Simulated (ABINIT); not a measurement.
KBr:

```
Br K
1.0
     0.00000    3.30000    3.30000
     3.30000    0.00000    3.30000
     3.30000    3.30000    0.00000
Br K
1 1
Cartesian
  3.3000 3.3000 3.3000
  0.0000 0.0000 0.0000
```

Base run:

* Program: ABINIT 10.8.3 (patched build)
* Functional: SOGGA
* Potentials or basis: JTH PAW PBE v2.0
* Cutoff: 435 eV
* k mesh: 7 × 7 × 7
* Occupations: fermi-dirac, width 0.05 eV
* Spin: no spin polarisation

Its results: band gap on the k mesh 4.30 eV, direct; pressure -0.3 GPa.

**Question.** After a change of settings the same cell gave: band gap on the k mesh 4.72 eV, direct; pressure 1.9 GPa. Which change was it?
A. functional from SOGGA to PBEsol; potentials or basis from JTH PAW PBE v2.0 to PseudoDojo NC SR PBEsol v0.4.1 standard; cutoff from 435 eV to 1007 eV
B. functional from SOGGA to revPBE
C. functional from SOGGA to PW91; spin from no spin polarisation to spin-orbit coupling, no magnetisation
D. functional from SOGGA to AM05

**Answer.** B.

revPBE binds less tightly than SOGGA, so the same cell stands under more pressure.

Caveats: the PAW data sets were made with another functional, which shifts forces and pressure a little.

Runs at the PBE level aren't shown here.
